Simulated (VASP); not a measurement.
# CdTe (F-43m) in VASP: further runs, part 2 of 2

VASP 6.6.1. The steps go on from the part before.

### Step 3. Single point, B3LYP

This run uses another cell than the first one, of 37.32 Å³/atom.

File POSCAR:

```
CdTe
1.0
    0.0000000000      3.3416957763      3.3416957763
    3.3416957763      0.0000000000      3.3416957763
    3.3416957763      3.3416957763      0.0000000000
Te Cd
1 1
Direct
    0.7500000000      0.7500000000      0.7500000000
    0.0000000000      0.0000000000      0.0000000000
```

File INCAR.step1:

```
SYSTEM = CdTe
ALGO = Normal
EDIFF = 1E-5
ENCUT = 520
GGA = PE
ISIF = 2
ISMEAR = -1
LASPH = .TRUE.
LCHARG = .FALSE.
LREAL = .FALSE.
LWAVE = .TRUE.
NBANDS = 16
NELM = 60
PREC = Accurate
SIGMA = 0.05
```

File INCAR.step2:

```
SYSTEM = CdTe
AEXX = 0.2
AGGAC = 0.81
AGGAX = 0.72
ALDAC = 0.19
ALGO = Normal
EDIFF = 1E-6
ENCUT = 520
GGA = B3
ISIF = 2
ISMEAR = -1
ISTART = 1
LASPH = .TRUE.
LCHARG = .FALSE.
LHFCALC = .TRUE.
LREAL = .FALSE.
LWAVE = .FALSE.
NBANDS = 16
NELM = 60
PREC = Accurate
PRECFOCK = Normal
SIGMA = 0.05
```

File KPOINTS:

```
k-points
0
G
  4 4 4
  0 0 0
```

Potentials or basis: VASP PAW PBE potentials, release 64 (Te, Cd).

The run is started by

```console
$ cat potpaw_PBE.64/Te/POTCAR potpaw_PBE.64/Cd/POTCAR > POTCAR
$ cp INCAR.step1 INCAR
$ mpirun -np 1 vasp_std > vasp.out
$ cp INCAR.step2 INCAR
$ mpirun -np 1 vasp_std > vasp.out
```

OUTCAR:

```text
SYSTEM = CdTe
   AEXX = 0.2
   EDIFF = 1E-6
   ENCUT = 520
   GGA = B3
   ISIF = 2
   ISMEAR = -1
   ISTART = 1
   LASPH = .TRUE.
   LHFCALC = .TRUE.
   LREAL = .FALSE.
   NELM = 60
   PREC = Accurate
   PRECFOCK = Normal

 ion  position               nearest neighbor table
   1  0.750  0.750  0.750-   2 2.89   2 2.89   2 2.89   2 2.89
   2  0.000  0.000  0.000-   1 2.89   1 2.89   1 2.89   1 2.89

  LATTYP: Found a face centered cubic cell.
 ALAT       =     6.6833915526

  Lattice vectors:

 A1 = (   0.0000000000,   3.3416957763,   3.3416957763)
 A2 = (   3.3416957763,   0.0000000000,   3.3416957763)
 A3 = (   3.3416957763,   3.3416957763,   0.0000000000)

Analysis of symmetry for initial positions (statically):
=====================================================================
 Subroutine PRICEL returns:
 Original cell was already a primitive cell.

 Routine SETGRP: Setting up the symmetry group for a
 face centered cubic supercell.

[... 152 lines left out ...]
  free energy    TOTEN  =        -5.31553366 eV

  energy without entropy =       -5.31553365  energy(sigma->0) =       -5.31553365

 E-fermi :   1.8917     XC(G=0):  -6.5339

 val. band max:        1.0932806888   @ k =   0.0000   0.0000   0.0000
 cond. band min:       2.6351923363   @ k =   0.0000   0.0000   0.0000
 fundamental gap:      1.5419116475
 Fermi energy:         1.8916750889

 k-point     1 :       0.0000    0.0000    0.0000
  band No.  band energies     occupation
      1     -10.4258      2.00000
      2      -8.1315      2.00000
      3      -8.1315      2.00000
      4      -8.1315      2.00000
      5      -7.9337      2.00000
      6      -7.9337      2.00000
[... 129 lines left out ...]
      3      -8.0327      2.00000
      4      -7.9557      2.00000
      5      -7.9317      2.00000
      6      -7.3779      2.00000
[... 8 lines left out ...]
     15      13.3481      0.00000
     16      13.5599      0.00000

------------------------ aborting loop because EDIFF is reached ----------------------------------------

  FORCE on cell =-STRESS in cart. coord.  units (eV):
  Direction    XX          YY          ZZ          XY          YZ          ZX
  --------------------------------------------------------------------------------------
  -------------------------------------------------------------------------------------
  Total        0.0047935      0.0047935      0.0047935      0.0000000      0.0000000      0.0000000
  in kB        0.1029033      0.1029033      0.1029033      0.0000000      0.0000000      0.0000000
  external PRESSURE =       0.1029033 kB  Pullay stress =       0.0000000 kB

 VOLUME and BASIS-vectors are now :
 -----------------------------------------------------------------------------
  energy-cutoff  :      520.00
  volume of cell :       74.63
      direct lattice vectors                 reciprocal lattice vectors
     0.000000000  3.341695776  3.341695776    -0.149624632  0.149624632  0.149624632
     3.341695776  0.000000000  3.341695776     0.149624632 -0.149624632  0.149624632
     3.341695776  3.341695776  0.000000000     0.149624632  0.149624632 -0.149624632

 POSITION                                       TOTAL-FORCE (eV/Angst)
 -----------------------------------------------------------------------------------
      5.01254      5.01254      5.01254         0.000000      0.000000      0.000000
      0.00000      0.00000      0.00000        -0.000000     -0.000000     -0.000000
 -----------------------------------------------------------------------------------
    total drift:                                0.000029      0.000009      0.000014

  FREE ENERGIE OF THE ION-ELECTRON SYSTEM (eV)
  ---------------------------------------------------
  free  energy   TOTEN  =        -5.3155336634 eV

  energy  without entropy=       -5.3155336455  energy(sigma->0) =       -5.31553365
```

OSZICAR.step1:

```text
N       E                     dE             d eps       ncg     rms          rms(c)
DAV:   1     0.996400070178E+02    0.99640E+02   -0.78641E+03   256   0.946E+02
DAV:   2    -0.131067396783E+01   -0.10095E+03   -0.96527E+02   304   0.236E+02
DAV:   3    -0.497028690289E+01   -0.36596E+01   -0.36530E+01   312   0.472E+01
DAV:   4    -0.500600427109E+01   -0.35717E-01   -0.35716E-01   400   0.403E+00
DAV:   5    -0.500608637699E+01   -0.82106E-04   -0.82106E-04   312   0.181E-01    0.462E+00
DAV:   6    -0.476733064405E+01    0.23876E+00   -0.39795E-01   296   0.692E+00    0.394E+00
DAV:   7    -0.475061542189E+01    0.16715E-01   -0.10759E-01   288   0.204E+00    0.159E+00
DAV:   8    -0.475182059120E+01   -0.12052E-02   -0.10099E-02   296   0.109E+00    0.456E-01
DAV:   9    -0.475226115036E+01   -0.44056E-03   -0.96569E-04   288   0.293E-01    0.954E-02
DAV:  10    -0.475234460998E+01   -0.83460E-04   -0.11812E-04   320   0.960E-02    0.525E-02
DAV:  11    -0.475239720852E+01   -0.52599E-04   -0.86635E-05   280   0.503E-02    0.324E-02
DAV:  12    -0.475239624510E+01    0.96341E-06   -0.31431E-06   256   0.128E-02
   1 F= -.47523962E+01 E0= -.47522697E+01  d E =-.253107E-03
```

Run time: 5 min. Hardware: 1 thread of Intel Xeon 6975P-C (Granite Rapids), shared host; peak memory 0.22 GiB.

What came out:

| Item | Value |
| --- | --- |
| Free energy | -5.3155 eV |
| Pressure | 0.0 GPa |
| Band gap on the k mesh | 1.54 eV |

Caveat: the PAW data sets were made with another functional, which shifts forces and pressure a little; spin-orbit coupling is left out, which moves the levels of the heavy elements.

### Step 4. Relaxation of cell and atoms, B3LYP

This run uses another cell than the first one, of 32.92 Å³/atom.

File POSCAR:

```
CdTe
1.0
    0.0000000000      3.2050000000      3.2050000000
    3.2050000000      0.0000000000      3.2050000000
    3.2050000000      3.2050000000      0.0000000000
Te Cd
1 1
Direct
    0.7500000000      0.7500000000      0.7500000000
    0.0000000000      0.0000000000      0.0000000000
```

File INCAR.step1:

```
SYSTEM = CdTe
PREC = Accurate
ENCUT = 600
EDIFF = 1E-5
ISMEAR = -1
SIGMA = 0.05
LREAL = .False.
LASPH = .True.
NELM = 80
ALGO = Normal
LWAVE = .True.
LCHARG = .False.
GGA = PE
NBANDS = 16
```

File INCAR.step2:

```
SYSTEM = CdTe
PREC = Accurate
ENCUT = 600
EDIFF = 1E-7
ISMEAR = -1
SIGMA = 0.05
LREAL = .False.
LASPH = .True.
NELM = 80
ALGO = Normal
ISIF = 3
LWAVE = .False.
LCHARG = .False.
GGA = B3
LHFCALC = .True.
AEXX = 0.2
AGGAX = 0.72
AGGAC = 0.81
ALDAC = 0.19
PRECFOCK = Normal
IBRION = 2
NSW = 60
EDIFFG = -0.01
ISTART = 1
```

File KPOINTS:

```
Automatic mesh
0
Gamma
  4 4 4
  0 0 0
```

The run is started by

```console
$ cat potpaw_PBE.64/Te/POTCAR potpaw_PBE.64/Cd/POTCAR > POTCAR
$ cp INCAR.step1 INCAR
$ mpirun -np 1 vasp_std > vasp.out
$ cp INCAR.step2 INCAR
$ mpirun -np 1 vasp_std > vasp.out
```

Run time: 19 min. Hardware: 1 thread of Intel Xeon 6975P-C (Granite Rapids), shared host; peak memory 0.24 GiB.

Results (log left out):

```yaml
Free_energy: -5.3137 eV
Relaxed_volume: 37.32 Å³/atom
Relaxed_cell: a = 4.726 Å, b = 4.726 Å, c = 4.726 Å, α = 60.00°, β = 60.00°, γ = 60.00°
Space_group_after_relaxing_to_0.1_Å: F-43m (No. 216)
Energy_gained_by_relaxing: 72.0 meV/atom
Ionic_steps: 3
Pressure_after_relaxing: 0.0 GPa
Band_gap_on_the_k_mesh: 1.54 eV
```

Step by step:
| step | energy change (eV) | largest force (eV/Å) | pressure (GPa) | volume (Å³) |
| --- | --- | --- | --- | --- |
| 1 | 0.0000 | 0.0000 | 5.86 | 65.84 |
| 2 | -0.1295 | 0.0000 | -1.35 | 77.99 |
| 3 | -0.1440 | 0.0000 | 0.02 | 74.64 |

Final structure:
```xyz
2
Lattice="0.0000 3.3419 3.3419 3.3419 0.0000 3.3419 3.3419 3.3419 0.0000" Properties=species:S:1:pos:R:3 pbc="T T T"
Te    5.0128    5.0128    5.0128
Cd    0.0000    0.0000    0.0000
```

Levels at points of the mesh, in eV from the valence-band top:
```csv
k point,band 6,band 7,band 8,band 9,band 10,band 11,band 12,band 13
"(0.00, 0.00, 0.00)",-9.03,0.00,0.00,0.00,1.54,5.90,5.90,5.90
"(0.50, 0.00, 0.00)",-8.67,-4.21,-0.69,-0.69,2.84,6.48,6.48,8.31
"(0.50, 0.50, 0.00)",-8.53,-4.17,-1.68,-1.68,3.84,3.93,9.84,10.15
```

Caveat: the k points lie up to 0.41 Å⁻¹ apart in the final cell; the PAW data sets were made with another functional, which shifts forces and pressure a little; spin-orbit coupling is left out, which moves the levels of the heavy elements.

### Step 5. Single point, b88 exchange, pbe correlation

This run uses another cell than the first one, of 32.92 Å³/atom.

File INCAR:

```
PREC = Accurate ; ENCUT = 500
EDIFF = 1E-6 ; ISMEAR = -1
SIGMA = 0.05 ; LREAL = F
LASPH = T ; NELM = 120
ALGO = Normal ; ISIF = 2
LWAVE = F ; LCHARG = F
GGA = LIBXC ; LIBXC1 = GGA_X_B88
LIBXC2 = GGA_C_PBE ; NBANDS = 16
GGA_COMPAT = F
```

File KPOINTS:

```
Automatic mesh
0
Gamma
  7 7 7
```

POSCAR is that of step 4.

The run is started by

```console
$ cat potpaw_PBE.64/Te/POTCAR potpaw_PBE.64/Cd/POTCAR > POTCAR
$ mpirun -np 1 vasp_std > vasp.out
```

Wall time 15 s (1 thread of Intel Xeon Platinum 8559C (Emerald Rapids), shared host); peak memory 0.21 GiB.

Results (log left out):

- Free energy: -4.4782 eV
- Pressure: 4.3 GPa
- Band gap on the k mesh: 0.87 eV

Levels at points of the mesh, in eV from the valence-band top:
```
           k point  band 5  band 6  band 7  band 8  band 9  band 10  band 11  band 12  band 13  band 14
(0.00, 0.00, 0.00)   -8.13   -8.13    0.00    0.00    0.00     0.87     4.59     4.59     4.59     7.54
```

Caveat: the cell stands under pressure; the PAW data sets were made with another functional, which shifts forces and pressure a little; spin-orbit coupling is left out, which moves the levels of the heavy elements.

### Step 6. Summary

| task | level | cell | k mesh | cutoff (eV) | grid for exact exchange (PRECFOCK) | share of exact exchange | gap on the mesh (eV) | pressure (GPa) |
| --- | --- | --- | --- | --- | --- | --- | --- | --- |
| single point | PBE0 | a = 4.643 Å, angles 60.0°, 2 atoms | 4 × 4 × 4 | 520 | Normal | 0.25 | 2.11 | -0.1 |
| single point | B3LYP | a = 4.726 Å, angles 60.0°, 2 atoms | 4 × 4 × 4 | 520 | Normal | 0.2 | 1.54 | 0.0 |
| relaxation of cell and atoms | B3LYP | relaxed from a = 4.533 Å, angles 60.0°, 2 atoms | 4 × 4 × 4 | 600 | Normal | 0.2 | 1.54 | 0.0 |
| single point | b88 exchange, pbe correlation | a = 4.533 Å, angles 60.0°, 2 atoms | 7 × 7 × 7 | 500 | - | - | 0.87 | 4.3 |

Alike in all rows: potentials or basis VASP PAW PBE potentials, release 64 (Te, Cd); no spin polarisation; smearing fermi-dirac 0.05 eV.

Caveats: some runs use coarse meshes; the PAW data sets were made with another functional, which shifts forces and pressure a little; spin-orbit coupling is left out, which moves the levels of the heavy elements; the cell stands under pressure (at least some runs).

Total energies depend on the potentials used, so only differences within one code and one set of settings carry meaning.

### Step 7. Against experiment

Step 2. A measured gap of CdTe is 1.607 eV (0 K; a printed reference work, data compilation); the calculated 2.11 eV misses it by +0.50 eV. Spin-orbit coupling on Cd, Te is left out. The value is that of PBE0, without temperature or zero-point motion.

Step 3. Measured gap of CdTe: 1.607 eV (0 K; a printed reference work, data compilation). This calculation gives 1.54 eV (-0.07 eV). Spin-orbit coupling on Cd, Te is left out. The value is that of B3LYP, without temperature or zero-point motion.
